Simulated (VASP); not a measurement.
## C: relaxation of cell and atoms with rev-vdW-DF2

Slab: C, a slab with vacuum.

```xyz
4
Lattice="2.4673 0.0000 0.0000 -1.2336 2.1367 0.0000 0.0000 0.0000 21.9015" Properties=species:S:1:pos:R:3 pbc="T T T"
C     0.0000    0.0000    9.0000
C     1.2336    0.7122    9.0000
C     0.0000    0.0000   12.9015
C     0.0000    1.4245   12.9015
```

The slab is cut from a database's or a generator's crystal, which needn't be the stable form of the element.

```yaml
Program: VASP 6.6.1
Task: relaxation of cell and atoms
Functional: rev-vdW-DF2
Potentials_or_basis: VASP PAW PBE potentials, release 64 (C)
Cutoff: 600 eV
k_mesh: 15 × 15 × 1
Occupations: gaussian, width 0.03 eV
Spin: no spin polarisation
Further_INCAR_settings: ALGO = Normal; EDIFF = 1e-06; IBRION = 2; EDIFFG = -0.01; NSW = 90; ISIF = 3
```

```
Relaxed volume                         : 28.80 Å³/atom
Relaxed cell                           : a = 2.465 Å, b = 2.465 Å, c = 21.902 Å, α = 90.00°, β = 90.00°, γ = 120.00°
Space group after relaxing (to 0.05 Å) : P-3m1 (No. 164)
Energy gained by relaxing              : 7.6 meV/atom
Ionic steps                            : 28
Largest force after relaxing           : 0.009 eV/Å
Band gap on the k mesh                 : none (metal or under the smearing width)
```

Forces on the atoms (eV/Å):
```
C    0.000  0.000 -0.003
C    0.000  0.000  0.009
C    0.000  0.000  0.003
C    0.000  0.000 -0.009
```

Step by step:
```tsv
step	energy change (eV)	largest force (eV/Å)	pressure (GPa)	volume (Å³)
1	0.0000	0.0394	-0.42	115.46
2	0.0010	0.0379	0.44	114.67
3	-0.0004	0.0373	-0.13	115.19
4	-0.0006	0.0365	-0.13	115.19
5	-0.0013	0.0460	-0.13	115.19
6	-0.0027	0.0643	-0.13	115.19
7	-0.0054	0.1010	-0.12	115.19
8	-0.0102	0.1731	-0.12	115.18
9	-0.0170	0.3121	-0.09	115.18
10	-0.0098	0.5802	0.02	115.16
11	-0.0184	0.3731	-0.08	115.17
12	-0.0185	0.3714	-0.08	115.17
13	-0.0187	0.3695	-0.08	115.17
14	-0.0192	0.3641	-0.08	115.18
15	-0.0201	0.3536	-0.08	115.18
16	-0.0217	0.3342	-0.08	115.19
17	-0.0245	0.2924	-0.08	115.20
18	-0.0279	0.2055	-0.07	115.23
19	-0.0283	0.1783	-0.07	115.24
20	-0.0283	0.1833	-0.07	115.24
21	-0.0290	0.1526	-0.04	115.22
22	-0.0301	0.0782	0.02	115.15
23	-0.0297	0.0697	0.13	115.02
24	-0.0304	0.0268	0.06	115.10
25	-0.0305	0.0186	-0.03	115.18
26	-0.0305	0.0157	-0.06	115.21
27	-0.0305	0.0153	-0.07	115.22
28	-0.0305	0.0086	-0.06	115.21
```

Final structure:
```xyz
4
Lattice="2.4646 0.0000 0.0000 -1.2323 2.1344 0.0000 0.0000 0.0000 21.9015" Properties=species:S:1:pos:R:3 pbc="T T T"
C     0.0000    0.0000    9.2783
C     1.2323    0.7115    9.2772
C     0.0000    0.0000   12.6232
C     0.0000    1.4229   12.6243
```

Levels at points of the mesh, in eV from the Fermi level:
```tsv
k point	band 4	band 5	band 6	band 7	band 8	band 9	band 10	band 11	band 12
(0.00, 0.00, 0.00)	-7.10	-3.08	-3.08	-3.07	-3.07	3.09	3.51	4.52	5.45
```

Wall time 52 min on 1 thread of Intel(R) Xeon(R) Platinum 8259CL CPU @ 2.50GHz (Skylake/Cascade Lake), on a shared host, peak memory 0.62 GiB.

Caveat: the PAW data sets were made with another functional, which shifts forces and pressure a little.
